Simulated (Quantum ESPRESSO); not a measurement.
Write the native input for Quantum ESPRESSO 7.5 that does the following.

```
Task                : dielectric tensor
Functional          : PBE
Potentials or basis : GBRV 1.5 PBE
Cutoff              : 612 eV
Density cutoff      : 4898 eV
k mesh              : 8 × 8 × 8, shifted
Occupations         : fermi-dirac, width 0.05 eV
Spin                : no spin polarisation
Mixing beta         : 0.5
Most SCF iterations : 120
SCF threshold       : 1e-09 Ry
```

Crystal: BaTiO3.

```
Ba Ti O
1.0
     4.00600    0.00000    0.00000
     0.00000    4.00600    0.00000
     0.00000    0.00000    4.00600
Ba Ti O
1 1 3
Direct
  0.50000 0.50000 0.50000
  0.00000 0.00000 0.00000
  0.00000 0.00000 0.50000
  0.00000 0.50000 0.00000
  0.50000 0.00000 0.00000
```

The input as run:

pw.in

```
&CONTROL
  calculation = 'scf'
  prefix = 'pwscf'
  outdir = './tmp'
  pseudo_dir = './pseudo'
  tprnfor = .true.
  tstress = .true.
  disk_io = 'low'
/
&SYSTEM
  ibrav = 0
  nat = 5
  ntyp = 3
  ecutwfc = 45
  ecutrho = 360
  nbnd = 28
  occupations = 'smearing'
  smearing = 'fd'
  degauss = 0.00367493
/
&ELECTRONS
  conv_thr = 1d-09
  electron_maxstep = 120
  mixing_beta = 0.5
/
ATOMIC_SPECIES
Ba   137.3270 ba_pbe_v1.uspp.F.UPF
Ti    47.8670 ti_pbe_v1.4.uspp.F.UPF
O     15.9990 o_pbe_v1.2.uspp.F.UPF
CELL_PARAMETERS angstrom
   4.0060000000    0.0000000000    0.0000000000
   0.0000000000    4.0060000000    0.0000000000
   0.0000000000    0.0000000000    4.0060000000
ATOMIC_POSITIONS crystal
Ba     0.5000000000    0.5000000000    0.5000000000
Ti     0.0000000000    0.0000000000    0.0000000000
O      0.0000000000    0.0000000000    0.5000000000
O      0.0000000000    0.5000000000    0.0000000000
O      0.5000000000    0.0000000000    0.0000000000
K_POINTS automatic
8 8 8 1 1 1
```

gamma.in

```
&CONTROL
  calculation = 'bands'
  prefix = 'pwscf'
  outdir = './tmp'
  pseudo_dir = './pseudo'
  disk_io = 'low'
  verbosity = 'high'
/
&SYSTEM
  ibrav = 0
  nat = 5
  ntyp = 3
  ecutwfc = 45
  ecutrho = 360
  nbnd = 28
  occupations = 'smearing'
  smearing = 'fd'
  degauss = 0.00367493
/
&ELECTRONS
  conv_thr = 1d-08
  electron_maxstep = 120
  mixing_beta = 0.5
  diago_full_acc = .true.
  startingwfc = 'random'
/
ATOMIC_SPECIES
Ba   137.3270 ba_pbe_v1.uspp.F.UPF
Ti    47.8670 ti_pbe_v1.4.uspp.F.UPF
O     15.9990 o_pbe_v1.2.uspp.F.UPF
CELL_PARAMETERS angstrom
   4.0060000000    0.0000000000    0.0000000000
   0.0000000000    4.0060000000    0.0000000000
   0.0000000000    0.0000000000    4.0060000000
ATOMIC_POSITIONS crystal
Ba     0.5000000000    0.5000000000    0.5000000000
Ti     0.0000000000    0.0000000000    0.0000000000
O      0.0000000000    0.0000000000    0.5000000000
O      0.0000000000    0.5000000000    0.0000000000
O      0.5000000000    0.0000000000    0.0000000000
K_POINTS crystal
1
0.0 0.0 0.0 1
```

scf2.in

```
&CONTROL
  calculation = 'scf'
  prefix = 'pwscf'
  outdir = './tmp'
  pseudo_dir = './pseudo'
  tprnfor = .true.
  tstress = .true.
  disk_io = 'low'
/
&SYSTEM
  ibrav = 0
  nat = 5
  ntyp = 3
  ecutwfc = 45
  ecutrho = 360
  nbnd = 28
  occupations = 'fixed'
/
&ELECTRONS
  conv_thr = 1d-13
  electron_maxstep = 120
  mixing_beta = 0.5
  startingpot = 'file'
/
ATOMIC_SPECIES
Ba   137.3270 ba_pbe_v1.uspp.F.UPF
Ti    47.8670 ti_pbe_v1.4.uspp.F.UPF
O     15.9990 o_pbe_v1.2.uspp.F.UPF
CELL_PARAMETERS angstrom
   4.0060000000    0.0000000000    0.0000000000
   0.0000000000    4.0060000000    0.0000000000
   0.0000000000    0.0000000000    4.0060000000
ATOMIC_POSITIONS crystal
Ba     0.5000000000    0.5000000000    0.5000000000
Ti     0.0000000000    0.0000000000    0.0000000000
O      0.0000000000    0.0000000000    0.5000000000
O      0.0000000000    0.5000000000    0.0000000000
O      0.5000000000    0.0000000000    0.0000000000
K_POINTS automatic
8 8 8 1 1 1
```

ph.in

```
dielectric of BaTiO3
&INPUTPH
  prefix = 'pwscf'
  outdir = './tmp'
  tr2_ph = 1d-18
  fildyn = 'dyn'
  niter_ph = 90
  alpha_mix(1) = 0.7
  epsil = .true.
  trans = .false.
  zeu = .true.
/
0.0000000000 0.0000000000 0.0000000000
```

Potentials or basis: GBRV 1.5 PBE.

Command:

```console
$ OMP_NUM_THREADS=1 pw.x -in pw.in > pw.out
$ OMP_NUM_THREADS=1 pw.x -in gamma.in > gamma.out
$ OMP_NUM_THREADS=1 pw.x -in scf2.in > scf2.out
$ OMP_NUM_THREADS=1 ph.x -in ph.in > ph.out
```

It gave:

```
Pressure                                : 2.6 GPa
Electronic dielectric tensor (diagonal) : 6.69
Born charges (mean of the diagonal)     : Ba +2.77; Ti +7.38; O -3.39 e
```

It took 14 min on 1 thread of Intel(R) Xeon(R) Processor @ 2.50GHz (Skylake/Cascade Lake), with other jobs on the host, peak memory 0.38 GiB.
